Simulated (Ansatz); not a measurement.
**Te2Mo: equation of state with exchange-only PBE**

Te2Mo, a slab with vacuum:

```
CELL_PARAMETERS angstrom
6.36161 0.00000 0.00000
0.00000 3.48040 0.00000
-0.08574 0.00000 36.17589
ATOMIC_POSITIONS crystal
Te 0.42925 0.75000 0.54070
Te 0.57075 0.25000 0.45930
Te 0.92085 0.25000 0.55653
Te 0.07915 0.75000 0.44347
Mo 0.18135 0.25000 0.49747
Mo 0.81865 0.75000 0.50253
```

```
Program             : Ansatz 0.2.0
Task                : equation of state
Functional          : exchange-only PBE
Potentials or basis : Ansatz PAW
Cutoff              : 420 eV
Density cutoff      : 1680 eV
k mesh              : 4 × 8 × 1
Occupations         : fermi-dirac, width 0.05 eV
Spin                : no spin polarisation
```

```json
{
  "Equilibrium volume": "154.85 Å³/atom (rough: see the caveat)",
  "Bulk modulus at fixed shape and positions": "11.9 GPa (rough)"
}
```

Energy against volume, from the lowest point:
```tsv
volume (Å³/atom)	energy (meV/atom)
125.485	252.92
128.155	190.83
130.825	137.78
133.495	92.91
136.165	55.45
138.835	24.69
141.505	0.00
```

All runs of the series together: 2.1 min on 2 threads of AMD EPYC 7B13 (Zen 3) (shared host).

Caveat: the potentials were made for another functional, which shifts forces and pressure; the minimum lies outside the volumes run; the cell was scaled at fixed shape and fractional positions, which overstates the stiffness of a crystal with free parameters, most of all of layers and chains. Spin-orbit coupling is left out, which matters for the levels of Te.
